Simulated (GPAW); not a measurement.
# ZnS (Wurtzite-4H) (P6_3mc) in GPAW: notebook

The runs below take ZnS (Wurtzite-4H) through equation of state, band structure, with PBEsol, PBE.

Everything below comes from runs of GPAW 26.7.0. Logs are shortened: lines on timing, memory, paths and dates and some standing lists are left out, and cuts for length are marked. The log counts tension as positive stress, the text compression.

**Measured values to compare with.**

From a printed reference work, monograph, for a bulk crystal of ZnS at 4 K: band gap 3.911 eV (direct).

The runs below are set against these values where they give the same quantity.

**1. The crystal as given**

The structure is hexagonal, space group P6_3mc (No. 186). Conventional cell: a = 3.823 Å, b = 3.823 Å, c = 12.520 Å, α = 90.00°, β = 90.00°, γ = 120.00°. Zn (site symmetry 3m) has 4 S at 2.34 to 2.35 Å as nearest neighbours. Zn (site symmetry 3m) is surrounded by 4 S at 2.34 to 2.35 Å. S (site symmetry 3m) is surrounded by 4 Zn at 2.34 to 2.35 Å. Around S (site symmetry 3m) lie 4 Zn at 2.34 to 2.35 Å.

**2. Equation of state, PBEsol**

Contents of run.py:

```python
from ase import Atoms
from ase.eos import EquationOfState
from ase.io import Trajectory
from ase.units import GPa
from gpaw import GPAW, PW, setup_paths

setup_paths.insert(0, '.')

atoms = Atoms(['Zn', 'Zn', 'Zn', 'Zn', 'S', 'S', 'S', 'S'],
              cell=[[3.8227, 0.0, 0.0],
                    [-1.91135, 3.310555311, 0.0],
                    [0.0, 0.0, 12.52]],
              scaled_positions=[[0.6666666667, 0.3333333333, 0.75],
                                [0.3333333333, 0.6666666667, 0.25],
                                [0.0, 0.0, 0.5],
                                [0.0, 0.0, 0.0],
                                [0.6666666667, 0.3333333333, 0.9375],
                                [0.3333333333, 0.6666666667, 0.4375],
                                [0.0, 0.0, 0.6875],
                                [0.0, 0.0, 0.1875]],
              pbc=True)

traj = Trajectory('eos.traj', 'w')
volumes, energies = [], []
for x in [0.94, 0.96, 0.98, 1.0, 1.02, 1.04, 1.06]:
    a = atoms.copy()
    a.set_cell(atoms.cell * x**(1 / 3), scale_atoms=True)
    calc = GPAW(mode=PW(600),
                xc='PBEsol',
                kpts={'size': (5, 5, 2), 'gamma': True},
                occupations={'name': 'fermi-dirac', 'width': 0.05},
                nbands=57,
                convergence={'density': 1e-05, 'energy': 1e-05},
                maxiter=150,
                txt=f'eos-{x:.2f}.txt')
    a.calc = calc
    energies.append(a.get_potential_energy(force_consistent=True))
    volumes.append(a.get_volume())
    p = -a.get_stress()[:3].mean() / GPa
    calc.write(f'eos-{x:.2f}.gpw')
    traj.write(a)
    print(f'{x:.2f} {volumes[-1]:10.4f} A^3 {energies[-1]:14.6f} eV {p:9.3f} GPa', flush=True)

v0, e0, B = EquationOfState(volumes, energies, eos='birchmurnaghan').fit()
print(f'V0 = {v0:.4f} A^3, E0 = {e0:.6f} eV, B0 = {B / GPa:.2f} GPa')
```

Potentials or basis: PAW data sets generated in the run's folder for this functional, pw.

The run is started by

```sh
> gpaw-setup -f PBEsol S Zn
> OMP_NUM_THREADS=1 python run.py
```

What it wrote:

```text
__  _  _
 | _ |_)|_||  |
 |__||  | ||/\| - 26.7.0

Input parameters:
  mode=PW(ecut=600.0),
  convergence={'density': 1e-05, 'energy': 1e-05},
  kpts=MonkhorstPack(size=(5, 5, 2), gamma=True),
  maxiter=150,
  nbands=57,
  occupations=Occupations(name='fermi-dirac', width=0.05),
  xc=XC(name='PBEsol')

Diagonalizing LCAO Hamiltonian
Converting LCAO to pw mode

            S

            Zn

       S

        S
       Zn

        Zn

       S

       Zn

Atoms  # Å, Bohr magnetons
|   | symbol |         x |        y |         z |    initial magnetic moments |
|---|--------|-----------|----------|-----------|-----------------------------|
| 0 |     Zn |  1.885518 | 1.088604 |  9.263093 | ( 0.0000,  0.0000,  0.0000) |
| 1 |     Zn | -0.000000 | 2.177208 |  3.087698 | ( 0.0000,  0.0000,  0.0000) |
| 2 |     Zn |  0.000000 | 0.000000 |  6.175395 | ( 0.0000,  0.0000,  0.0000) |
| 3 |     Zn |  0.000000 | 0.000000 |  0.000000 | ( 0.0000,  0.0000,  0.0000) |
| 4 |      S |  1.885518 | 1.088604 | 11.578866 | ( 0.0000,  0.0000,  0.0000) |
| 5 |      S | -0.000000 | 2.177208 |  5.403471 | ( 0.0000,  0.0000,  0.0000) |
| 6 |      S |  0.000000 | 0.000000 |  8.491168 | ( 0.0000,  0.0000,  0.0000) |
| 7 |      S |  0.000000 | 0.000000 |  2.315773 | ( 0.0000,  0.0000,  0.0000) |

Unit cell  # Å
| periodic |         x |        y |         z |   lengths |     angles |
|----------|-----------|----------|-----------|-----------|------------|
|      yes |  3.771036 | 0.000000 |  0.000000 |  3.771036 |  90.000000 |
|      yes | -1.885518 | 3.265813 |  0.000000 |  3.771036 |  90.000000 |
|      yes |  0.000000 | 0.000000 | 12.350790 | 12.350790 | 120.000000 |

Number of symmetries: 6
Symmetry operations  # r_c * U_cc + t_c -> r_c
|   | kind |            matrix            |
|---|------|------------------------------|
| 0 |  σ   |  1, 1, 0,  0,-1, 0,  0, 0, 1 |
| 1 |  E   |  1, 0, 0,  0, 1, 0,  0, 0, 1 |
| 2 |  C3  |  0, 1, 0, -1,-1, 0,  0, 0, 1 |
| 3 |  σ   |  0,-1, 0, -1, 0, 0,  0, 0, 1 |
| 4 |  σ   | -1, 0, 0,  1, 1, 0,  0, 0, 1 |
| 5 |  C3  | -1,-1, 0,  1, 0, 0,  0, 0, 1 |

BZ-sampling:
  Number of BZ points: 50
  Number of IBZ points: 10

  Monkhorst-Pack size: [5, 5, 2]
  Monkhorst-Pack shift: [0.0, 0.0, 0.25]

K-points  # in reciprocal-cell coordinates
|   |                                coordinates |     weight |
|---|--------------------------------------------|------------|
| 0 | (  0.00000000,   0.00000000,   0.00000000) | 0.02000000 |
| 1 | (  0.00000000,   0.00000000,   0.50000000) | 0.02000000 |
| 2 | (  0.20000000,   0.00000000,   0.00000000) | 0.12000000 |
| 3 | (  0.20000000,   0.00000000,   0.50000000) | 0.12000000 |
| 4 | (  0.40000000,  -0.20000000,   0.00000000) | 0.12000000 |
| 5 | (  0.40000000,  -0.20000000,   0.50000000) | 0.12000000 |
| 6 | (  0.40000000,   0.00000000,   0.00000000) | 0.12000000 |
| 7 | (  0.40000000,   0.00000000,   0.50000000) | 0.12000000 |
| 8 | (  0.40000000,   0.40000000,   0.00000000) | 0.12000000 |
| 9 | (  0.40000000,   0.40000000,   0.50000000) | 0.12000000 |

Plane wave coefficients: 5111
Cutoff: 600.0 eV

Spin-components: 1 (collinear spins)
Bands:           57
Projectors:      44
Spin-degeneracy: 2
Datatype:        complex128

Parallelization:
  kpt:    1
  domain: 1
  band:   1

Density:
  Valence electrons: 72.0
  Components: 1
  Grid points: [24 24 70]
  Charge: 0.0  # |e|

Potential:
  Grid points: [24 24 70]

species:
  Zn:
    name:    Zinc
    Z:       30.0
    valence: 12
    core:    18
    charge:  0.0  # [|e|]
    compensation charges:
      type: gauss
      rc: 0.37  # [Å]
      lmax: 2
    cutoffs:
      filter: 2.14  # [Å]
      core: 2.28  # [Å]
    projectors
    | kind |    occ | energy [eV] | rcut [Å] |
    |------|--------|-------------|----------|
    |   4s |  2.000 |      -5.996 |    1.286 |
    |   4p |  0.000 |      -1.076 |    1.270 |
    |   3d | 10.000 |     -10.170 |    1.180 |
    |    s |        |      21.215 |    1.286 |
    |    p |        |      26.135 |    1.270 |
    |    d |        |      17.041 |    1.180 |

    Using partial waves for Zn as LCAO basis

  S:
    name:    Sulfur
    Z:       16.0
    valence: 6
    core:    10
    charge:  0.0  # [|e|]
    compensation charges:
      type: gauss
      rc: 0.24  # [Å]
      lmax: 2
    cutoffs:
      filter: 1.77  # [Å]
      core: 1.66  # [Å]
    projectors
    | kind |    occ | energy [eV] | rcut [Å] |
    |------|--------|-------------|----------|
    |   3s |  2.000 |     -17.192 |    0.974 |
    |   3p |  4.000 |      -6.978 |    0.979 |
    |    s |        |      10.020 |    0.974 |
    |    p |        |      20.234 |    0.979 |
    |    d |        |       0.000 |    0.900 |

    Using partial waves for S as LCAO basis

Reference energy: -238651.779759  # eV

eigensolver:
  PPCG
  Converge bands: occupied
  niter=2

density mixing:
  MSR1-Mixer
  Pratt-step length: 0.05
  Maximum mixing coefficient: 0.75
  Old densities: 10
  SVD Regularization: 0.005
  Good broyden scale: 1.0
  Trust region scale: 1.0
  Backstep threshold: 4.0
  History deletion threshold: 6.0
  Fourier metric: weight=20.0, sigma=0.015

occupation numbers:
  Fermi-Dirac:
    width: 0.0500  # eV

poisson solver:
  ecut: 4800.0  # eV

xc functional:
  name: PBEsol with 2 nearest neighbor stencil

convergence criteria:
[... 6 lines left out ...]
|iter     | |      energy | eigst |  dens |
|---------|-|-------------|-------|-------|
|iter:   1| |  -31.653089 | +0.81 |       |
|iter:   2| |  -31.673747 | +0.00 | -1.21 |
|iter:   3| |  -30.755468 | -0.67 | -1.25 |
|iter:   4| |  -30.612006 | -1.59 | -1.68 |
|iter:   5| |  -30.602111 | -2.49 | -2.06 |
|iter:   6| |  -30.605296 | -2.90 | -2.36 |
|iter:   7| |  -30.604850 | -3.81 | -2.98 |
|iter:   8| |  -30.604931c| -4.47 | -3.41 |
|iter:   9| |  -30.604937c| -5.31 | -3.67 |
|iter:  10| |  -30.604939c| -6.18 | -4.35 |
|iter:  11| |  -30.604939c| -7.09 | -5.10c|
|iter:  12| |  -30.604939c| -7.52c| -5.36c|

Converged in 12 steps
Energy contributions relative to reference atoms: (reference = -238651.779759)

Energy contributions:
  Kinetic:          40.496488
  Coulomb:         -33.435871
  Zero:              0.146459
  External:          0.000000
  Xc:              -37.812015
  Entropy:          -0.000000
  Spinorbit:         0.000000
  ----------------------------
  Free energy:     -30.604939
  Extrapolated:    -30.604939

dipole moment: (-19.229265, -33.306061, -16.217074)  # |e|*Ang

Fermi level: 5.155
Eigenvalues  # (at kpt = [0.000, 0.000, 0.000])
| band index |      eig [eV] | occ [0-2] |
|------------|---------------|-----------|
|          0 |        -9.354 |     2.000 |
|        ... |               |           |
|         28 |         3.137 |     2.000 |
|         29 |         3.565 |     2.000 |
|         30 |         3.565 |     2.000 |
|         31 |         3.584 |     2.000 |
|         32 |         3.584 |     2.000 |
|         33 |         4.031 |     2.000 |
[... 8 lines left out ...]
|         42 |        10.385 |     0.000 |
|         43 |        10.578 |     0.000 |
|        ... |               |           |
|         56 |        15.406 |     0.000 |

Gap: 2.163 eV
Transition (v -> c):
  (s=0, k=0, n=35, [0.00, 0.00, 0.00]) -> (s=0, k=0, n=36, [0.00, 0.00, 0.00])
No difference between direct/indirect transitions

Stress tensor  # eV/Ang^3
|         x |         y |         z |
|-----------|-----------|-----------|
| -0.006224 |  0.000000 |  0.000000 |
| -0.000000 | -0.006224 |  0.000000 |
|  0.000000 |  0.000000 | -0.004376 |

# Writing to eos-0.96.gpw (mode='')
```

Wall time 8.6 min (1 thread of Arm Neoverse V2, shared host); peak memory 0.42 GiB.

What came out:

| Item | Value |
| --- | --- |
| Equilibrium volume | 19.24 Å³/atom |
| Bulk modulus at fixed shape and positions | 79 GPa |
| Pressure derivative of the bulk modulus | 4.4 |

Energy against volume, from the lowest point:
```tsv
volume (Å³/atom)	energy (meV/atom)
18.617	4.89
19.013	0.31
19.409	0.00
19.805	3.52
20.202	10.45
20.598	20.46
20.994	33.20
```

Caveat: the k mesh is coarse (spacing up to 0.38 Å⁻¹), so the values aren't converged; the cell was scaled at fixed shape and fractional positions, which overstates the stiffness of a crystal with free parameters, most of all of layers and chains.

**3. Band structure, PBE**

Contents of run.py:

```python
from ase import Atoms
from ase.dft.bandgap import bandgap
from ase.io import write
from ase.units import GPa
from gpaw import GPAW, PW

atoms = Atoms(['Zn', 'Zn', 'Zn', 'Zn', 'S', 'S', 'S', 'S'],
              cell=[[3.8227, 0.0, 0.0],
                    [-1.91135, 3.310555311, 0.0],
                    [0.0, 0.0, 12.52]],
              scaled_positions=[[0.6666666667, 0.3333333333, 0.75],
                                [0.3333333333, 0.6666666667, 0.25],
                                [0.0, 0.0, 0.5],
                                [0.0, 0.0, 0.0],
                                [0.6666666667, 0.3333333333, 0.9375],
                                [0.3333333333, 0.6666666667, 0.4375],
                                [0.0, 0.0, 0.6875],
                                [0.0, 0.0, 0.1875]],
              pbc=True)

calc = GPAW(mode=PW(600),
            xc='PBE',
            kpts={'size': (5, 5, 2), 'gamma': True},
            occupations={'name': 'fermi-dirac', 'width': 0.05},
            nbands=57,
            convergence={'density': 1e-05, 'energy': 1e-05},
            maxiter=150,
            txt='gpaw.txt')
atoms.calc = calc
energy = atoms.get_potential_energy()
forces = atoms.get_forces()
stress = atoms.get_stress()
calc.write('gs.gpw')
write('result.traj', atoms)
print(f'Energy: {energy:.6f} eV')
print('Forces (eV/A):')
print(forces.round(4))
print('Stress (GPa):', (stress / GPa).round(3))
print('Fermi level:', round(calc.get_fermi_level(), 4), 'eV')
print(f'Gap: {bandgap(calc)[0]:.4f} eV, direct: {bandgap(calc, direct=True)[0]:.4f} eV')

path = atoms.cell.bandpath('GMKGALHA,LM,KH', npoints=60, eps=1e-4)
bs_calc = calc.fixed_density(kpts=path, symmetry='off', nbands=87,
                             convergence={'bands': 'CBM+6.0', 'eigenstates': 1e-6}, txt='bands.txt')
bs = bs_calc.band_structure()
bs.write('bs.json')
print(f'Gap on the path: {bandgap(bs_calc)[0]:.4f} eV')
```

Potentials or basis: GPAW PAW data sets (gpaw-data 1.2.1), pw.

The run is started by

```sh
> OMP_NUM_THREADS=1 python run.py
```

Wall time 8.7 min (1 thread of Arm Neoverse V2, shared host); peak memory 0.87 GiB.

It converged, with:

```
Free energy             : -27.6650 eV
Pressure                : 1.4 GPa
Largest force           : 0.047 eV/Å
Band gap on the k mesh  : 2.12 eV, direct
Band gap along the path : 2.12 eV, direct
```

Forces on the atoms (eV/Å):
```
Zn   0.000  0.000  0.012
Zn   0.000  0.000  0.012
Zn   0.000  0.000  0.027
Zn   0.000  0.000  0.026
S    0.000  0.000  0.008
S    0.000  0.000  0.008
S    0.000  0.000 -0.047
S    0.000  0.000 -0.047
```

Stress tensor (GPa, compression positive):
```
1.48 0.00 0.00
0.00 1.48 0.00
0.00 0.00 1.21
```

Levels at the corners of the path, in eV from the valence-band top:
| point | band 33 | band 34 | band 35 | band 36 | band 37 | band 38 | band 39 | band 40 |
| --- | --- | --- | --- | --- | --- | --- | --- | --- |
| Γ | -0.45 | -0.04 | 0.00 | 0.00 | 2.12 | 3.19 | 3.38 | 3.62 |
| M | -1.58 | -1.57 | -1.10 | -0.87 | 3.30 | 3.36 | 3.76 | 4.34 |
| K | -2.28 | -1.74 | -1.74 | -1.32 | 4.49 | 4.91 | 4.91 | 5.24 |
| Γ | -0.45 | -0.04 | 0.00 | 0.00 | 2.12 | 3.19 | 3.38 | 3.62 |
| A | -0.14 | -0.14 | -0.14 | -0.14 | 2.97 | 2.97 | 3.31 | 3.31 |
| L | -1.49 | -1.49 | -1.10 | -1.10 | 3.69 | 3.69 | 4.02 | 4.02 |
| H | -1.79 | -1.79 | -1.60 | -1.60 | 4.38 | 4.38 | 5.18 | 5.18 |
| A | -0.14 | -0.14 | -0.14 | -0.14 | 2.97 | 2.97 | 3.31 | 3.31 |
| L | -1.49 | -1.49 | -1.10 | -1.10 | 3.69 | 3.69 | 4.02 | 4.02 |
| M | -1.58 | -1.57 | -1.10 | -0.87 | 3.30 | 3.36 | 3.76 | 4.34 |
| K | -2.28 | -1.74 | -1.74 | -1.32 | 4.49 | 4.91 | 4.91 | 5.24 |
| H | -1.79 | -1.79 | -1.60 | -1.60 | 4.38 | 4.38 | 5.18 | 5.18 |

**4. Band structure, PBEsol**

run.py, as its differences from that of step 3:

```diff
@@ -4,3 +4,5 @@
 from ase.units import GPa
-from gpaw import GPAW, PW
+from gpaw import GPAW, PW, setup_paths
+
+setup_paths.insert(0, '.')
 
@@ -21,3 +23,3 @@
 calc = GPAW(mode=PW(600),
-            xc='PBE',
+            xc='PBEsol',
             kpts={'size': (5, 5, 2), 'gamma': True},
```

Potentials or basis: PAW data sets generated in the run's folder for this functional, pw.

The run is started by

```sh
> gpaw-setup -f PBEsol S Zn
> OMP_NUM_THREADS=1 python run.py
```

Run time: 8.6 min. Hardware: 1 thread of Arm Neoverse V2, shared host; peak memory 0.87 GiB.

It converged, with:

```
Free energy             : -30.5792 eV
Pressure                : -2.2 GPa
Largest force           : 0.043 eV/Å
Band gap on the k mesh  : 1.98 eV, direct
Band gap along the path : 1.98 eV, direct
```

Forces on the atoms (eV/Å):
```
Zn   0.000  0.000  0.010
Zn   0.000  0.000  0.010
Zn   0.000  0.000  0.023
Zn   0.000  0.000  0.023
S    0.000  0.000  0.010
S    0.000  0.000  0.011
S    0.000  0.000 -0.043
S    0.000  0.000 -0.043
```

Stress tensor (GPa, compression positive):
```
-2.11  0.00  0.00
 0.00 -2.11  0.00
 0.00  0.00 -2.38
```

Levels at the corners of the path, in eV from the valence-band top:
```
point  band 32  band 33  band 34  band 35  band 36  band 37  band 38  band 39  band 40  band 41
    Γ    -0.46    -0.46    -0.04     0.00     0.00     1.98     3.07     3.26     3.50     6.23
    M    -1.61    -1.60    -1.59    -1.12    -0.88     3.17     3.21     3.63     4.21     4.77
    K    -2.51    -2.32    -1.77    -1.77    -1.33     4.39     4.79     4.79     5.10     5.10
    Γ    -0.46    -0.46    -0.04     0.00     0.00     1.98     3.07     3.26     3.50     6.23
    A    -0.76    -0.14    -0.14    -0.14    -0.14     2.86     2.86     3.19     3.19     6.15
    L    -2.06    -1.52    -1.52    -1.11    -1.11     3.56     3.56     3.89     3.89     4.56
    H    -2.76    -1.82    -1.82    -1.62    -1.62     4.24     4.24     5.10     5.10     6.03
    A    -0.76    -0.14    -0.14    -0.14    -0.14     2.86     2.86     3.19     3.19     6.15
    L    -2.06    -1.52    -1.52    -1.11    -1.11     3.56     3.56     3.89     3.89     4.56
    M    -1.61    -1.60    -1.59    -1.12    -0.88     3.17     3.21     3.63     4.21     4.77
    K    -2.51    -2.32    -1.77    -1.77    -1.33     4.39     4.79     4.79     5.10     5.10
    H    -2.76    -1.82    -1.82    -1.62    -1.62     4.24     4.24     5.10     5.10     6.03
```

**5. The runs side by side**

| task | level | potentials or basis | band path | band points | mesh quality | gap on the mesh (eV) | pressure (GPa) | largest force (eV/Å) |
| --- | --- | --- | --- | --- | --- | --- | --- | --- |
| equation of state | PBEsol | PAW data sets generated in the run's folder for this functional, pw | - | - | coarse | - | - | - |
| band structure | PBE | GPAW PAW data sets (gpaw-data 1.2.1), pw | GMKGALHA,LM,KH | 60 | not flagged | 2.12 | 1.4 | 0.05 |
| band structure | PBEsol | PAW data sets generated in the run's folder for this functional, pw | GMKGALHA,LM,KH | 60 | not flagged | 1.98 | -2.2 | 0.04 |

Alike in all rows: no spin polarisation; cell as given; k mesh 5 × 5 × 2; cutoff (eV) 600; smearing fermi-dirac 0.05 eV.

Caveats: some runs use coarse meshes; the cell was scaled at fixed shape and fractional positions, which overstates the stiffness of a crystal with free parameters, most of all of layers and chains (some runs).

Absolute energies hang on the potentials; compare differences alone.

**6. Against experiment**

Step 3. A measured gap of ZnS is 3.911 eV (direct; 4 K; a printed reference work, monograph); the calculated 2.12 eV misses it by -1.79 eV. The value is that of PBE, without temperature or zero-point motion. Semilocal functionals fall short of measured gaps as a rule.

Step 4. Against the measured gap of ZnS, 3.911 eV (direct; 4 K; a printed reference work, monograph), the calculated 1.98 eV is off by -1.93 eV. The value is that of PBEsol, without temperature or zero-point motion. Semilocal functionals fall short of measured gaps as a rule.
